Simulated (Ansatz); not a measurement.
From the elastic tensor of BN at 7 GPa (stress–strain coefficients) to moduli and sound speeds

All numbers below come from DFT LDA, scalar-relativistic, plane waves, PAW in Ansatz. Cutoff 420 eV, 12×12×12 k-points (Γ-centred), fixed occupations. No spin polarisation.

It takes space group R3m (No. 160, trigonal). Conventional cell: a = 2.476 Å, b = 2.476 Å, c = 8.612 Å, α = 90.00°, β = 90.00°, γ = 120.00°. B (site symmetry 3m) is surrounded by 3 N at 1.43 Å. N (site symmetry 3m) is surrounded by 3 B at 1.43 Å.

The crystal is built of layers and no dispersion correction was added, so the binding between them is poorly described, and with it their spacing and whatever depends on it.

Relaxed-ion constants (GPa, on the Cartesian axes of the calculation):
```
1069.2  269.5   11.6   10.6    0.0    0.0
 269.5 1069.2   11.6  -10.6    0.0    0.0
  11.7   11.7   97.5    0.0    0.0    0.0
  10.6  -10.6    0.0   18.0    0.0    0.0
   0.0    0.0    0.0    0.0   18.0   10.6
   0.0    0.0    0.0    0.0   10.6  399.9
```

Density 2.704 g/cm³; 2 atoms in 15.24 Å³.

The values that follow are for a polycrystal of randomly turned grains, by Hill's mean where one number stands. In a crystal this anisotropic the Voigt and Reuss bounds lie far apart, so Hill's mean and the sound speeds and Debye temperature from it are rough.

```json
{
 "Bulk modulus, Voigt / Reuss / Hill": "313.5 / 87.6 / 200.5 GPa",
 "Shear modulus, Voigt / Reuss / Hill": "216.7 / 37.7 / 127.2 GPa",
 "Young's modulus": "315 GPa",
 "Poisson ratio": "0.238",
 "Pugh ratio B/G": "1.58",
 "Universal anisotropy index": "26.32",
 "Longitudinal and transverse sound speeds": "11699 and 6859 m/s",
 "Debye temperature from the mean sound speed": "1150 K"
}
```

This form isn't the usual stable structure of the compound at low pressure.

Cost: 1 run of about 1.1 core-minutes, on Intel Xeon 6975P-C (Granite Rapids) (shared hosts).